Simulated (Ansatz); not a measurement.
# H: the cost of one run

Program: Ansatz 0.2.0. Level of theory: DFT r2SCAN, scalar-relativistic, plane waves, PAW. These are calculated values, not measurements.

## (1) The structure to begin with

Symmetry: P6_3/mmc, No. 194, hexagonal system. The conventional cell has a = 3.840 Å, b = 3.840 Å, c = 5.047 Å, α = 90.00°, β = 90.00°, γ = 120.00°. H (site symmetry 3m) is surrounded by 1 H at 0.74 Å.

Coordinates:

```
H
1.0
     3.84013    0.00000    0.00000
    -1.92007    3.32565    0.00000
     0.00000    0.00000    5.04666
H
4
Direct
  0.33333 0.66667 0.17650
  0.66667 0.33333 0.67650
  0.66667 0.33333 0.82350
  0.33333 0.66667 0.32350
```

The structure comes from the Materials Project (structure only).

## (2) Another functional, on a distorted cell: r2SCAN

The change: strain xx, yy, zz, yz, xz, xy = +3.7, +3.7, +3.7, +0.0, +0.0, +0.0 %.

input.yaml reads:

```yaml
crystal:
  lattice:
    - [3.9809096039, 0.0, 0.0]
    - [-1.9904548019, 3.4475688471, 0.0]
    - [0.0, 0.0, 5.2316721624]
  atoms:
    - { symbol: H, position: [0.33333333, 0.66666667, 0.17649588] }
    - { symbol: H, position: [0.66666667, 0.33333333, 0.67649588] }
    - { symbol: H, position: [0.66666667, 0.33333333, 0.82350412] }
    - { symbol: H, position: [0.33333333, 0.66666667, 0.32350412] }
basis:
  ecutwfc: 500
kpoints:
  mp_grid: { grid: [9, 9, 6] }
hamiltonian:
  xc: r2scan
scf:
  occupations: { method: gaussian, width: 0.02 }
output:
  forces: true
  stress: true
  eigenvalues: true
```

Launch:

```console
ansatz run input.yaml --threads 1 --pin off --max-ram 1331MiB --backend cpu --events-out ev --progress --plain --runs-dir out
```

What time and memory should one allow on 1 thread of an x86-64 CPU, shared host?

About 5.9 s, with a peak of 0.33 GiB.
